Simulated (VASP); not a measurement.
SnSe, 2 atoms in the cell. Symmetry: Pm-3m, No. 221, cubic system. Conventional cell: a = 3.648 Å, b = 3.648 Å, c = 3.648 Å, α = 90.00°, β = 90.00°, γ = 90.00°. Sn (site symmetry m-3m) has 8 Se at 3.16 Å as nearest neighbours. Se (site symmetry m-3m) is surrounded by 8 Sn at 3.16 Å. Measurements of this composition are mostly on another form, of space group No. 62. The cell isn't the ideal one: a relaxed cell with its volume scaled by 1.06.

| Quantity | Value |
| --- | --- |
| Program | VASP 6.6.1 |
| Task | relaxation of the atoms |
| Functional | LDA |
| Potentials or basis | VASP PAW LDA potentials, release 64 (Sn_d, Se) |
| Cutoff | 600 eV |
| k mesh | 8 × 8 × 8 |
| Occupations | gaussian, width 0.03 eV |
| Spin | no spin polarisation |
| Further INCAR settings | ALGO = Normal; EDIFF = 1e-07; IBRION = 2; EDIFFG = -0.01; NSW = 40 |

Potentials or basis: VASP PAW LDA potentials, release 64 (Sn_d, Se).

Launch:

```sh
$ cat potpaw_LDA.64/Sn_d/POTCAR potpaw_LDA.64/Se/POTCAR > POTCAR
$ mpirun -np 1 vasp_std > vasp.out
```

Hardware: 1 thread of AMD EPYC 7R13 Processor (Zen 3), with other jobs on the host.

Q: How long does it take, and how much memory?

A: Wall time 26 s on 1 thread of AMD EPYC 7R13 Processor (Zen 3) (shared host), peak memory 0.13 GiB. Counts: scf iterations 12, k points 35, ion steps 1.
